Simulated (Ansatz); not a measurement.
CuO: levels with and without spin–orbit coupling

```yaml
crystal:
  lattice:
    - [0.00000, 2.26180, 2.26180]
    - [2.26180, 0.00000, 2.26180]
    - [2.26180, 2.26180, 0.00000]
  atoms:
    - { symbol: Cu, position: [0.00000, 0.00000, 0.00000] }
    - { symbol: O, position: [0.25000, 0.25000, 0.25000] }
```

Atoms are numbered in the order listed.

The structure comes from a relaxation in the same program, started in the zincblende type, and has space group F-43m. Whether it is a known phase or the ground state wasn't checked.

Without spin polarisation or U, such a compound can come out metallic where the real one is a magnetic insulator.

Methods: DFT, PBE, all-electron LAPW, scalar-relativistic (Ansatz 0.2.0); DFT, PBE, all-electron LAPW, Dirac equation with spin-orbit coupling (Ansatz 0.2.0).

The runs use a Γ-centred 16×16×16 k mesh, Fermi–Dirac smearing of 0.05 eV, basis error target 1 meV/atom, no spin polarisation.

Levels between -8 and 5 eV, each run counted from its own valence-band top where it has a gap, else its Fermi level. Scalar levels are listed once for both spins; with the coupling every spinor state is counted. Levels near the edges of the range can cross them.

(1) At Γ (0.000, 0.000, 0.000) the scalar-relativistic levels are -4.92 (×3), -2.03 (×2), 0.80 (×3), 0.93. What are they with spin–orbit coupling?

(2) At X (-0.500, -0.500, 0.000) the scalar-relativistic levels are -6.13, -4.21 (×2), -2.29, -1.80, -1.40, -1.13 (×2). What are they with spin–orbit coupling?

(3) At U (-0.375, -0.375, 0.250) the scalar-relativistic levels are -5.68, -4.69, -4.34, -2.41, -1.93, -1.64, -1.08, -0.69. What are they with spin–orbit coupling?

Answers

(1) -4.95 (×4), -4.90 (×2), -2.04 (×4), 0.77 (×4), 0.85 (×2), 0.92 (×2).

(2) -6.13 (×2), -4.22 (×2), -4.20 (×2), -2.32 (×2), -1.79 (×2), -1.46 (×2), -1.14 (×2), -1.09 (×2).

(3) -5.69, -5.68, -4.71, -4.68, -4.36, -4.33, -2.52, -2.36, -2.02, -1.88, -1.67, -1.62, -1.19, -1.00, -0.73, -0.65.
